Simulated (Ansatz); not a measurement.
# TiPt3 under changes of volume

One of the cells (14.796 Å³/atom); the others are scaled copies at fixed shape and fractional positions:

```
Pt Ti
1.0
     3.89700    0.00000    0.00000
     0.00000    3.89700    0.00000
     0.00000    0.00000    3.89700
Pt Ti
3 1
Direct
  0.50000 0.50000 0.00000
  0.50000 0.00000 0.50000
  0.00000 0.50000 0.50000
  0.00000 0.00000 0.00000
```

| Property | Result |
| --- | --- |
| Program | Ansatz 0.2.0 |
| Functional | r2SCAN |
| Potentials or basis | Ansatz PAW |
| Cutoff | 500 eV (not typed: the program's choice for these potentials) |
| k mesh | 7 × 7 × 7 |
| Occupations | fermi-dirac, width 0.05 eV |
| Spin | no spin polarisation |

```csv
volume (Å³/atom),energy over the lowest point (meV/atom),pressure (GPa)
13.908,?,?
14.204,44.89,17.6
14.500,18.65,10.9
14.796,4.12,4.9
15.091,0.00,-0.4
15.387,5.15,-5.1
15.683,18.55,-9.3
```

Problem. What does the run at 13.908 Å³/atom give?

Solution. Energy over the lowest point 84.29 meV/atom; pressure 25.2 GPa.

Worked out: A Birch-Murnaghan fit of order 3 (a polynomial in V^(-2/3)) to the other rows has its minimum at 15.07 Å³/atom with B0 = V·E''(V) = 258 GPa and B' = 4.9. It gives 84.29 meV/atom at 13.908 Å³/atom, against the run's 84.29, and -dE/dV = 25.2 GPa, against 25.2.

Energies are extrapolated to zero smearing.

Caveats: the PAW data sets come from PBE, with cores solved anew for the run's functional, which leaves a small shift of forces and pressure.
